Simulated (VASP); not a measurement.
Here is a VASP 6.6.1 calculation.

INCAR

```
SYSTEM = Cs
ALGO = Normal
EDIFF = 1E-6
ENCUT = 520
GGA = PE
ISIF = 2
ISMEAR = -1
LASPH = .TRUE.
LCHARG = .FALSE.
LREAL = .FALSE.
LWAVE = .FALSE.
NBANDS = 10
NELM = 100
PREC = Accurate
SIGMA = 0.1
```

The input KPOINTS:

```
k-points
0
G
  6 6 6
  0 0 0
```

POSCAR

```
Cs
1.0
   -2.7500754600      2.7500754600      4.0972389800
    2.7500754600     -2.7500754600      4.0972389800
    2.7500754600      2.7500754600     -4.0972389800
Cs
1
Direct
    0.0000000000      0.0000000000      0.0000000000
```

Potentials or basis: VASP PAW PBE potentials, release 64 (Cs_sv).

Run with:

```bash
$ cat potpaw_PBE.64/Cs_sv/POTCAR > POTCAR
$ mpirun -np 1 vasp_std > vasp.out
```

Question: What does it give for the pressure?

Answer: -0.1 GPa.

Question: What does it give for the band gap on the k mesh?

Answer: None (metal or under the smearing width).

Spin-orbit coupling is left out, which matters for the levels of Cs.
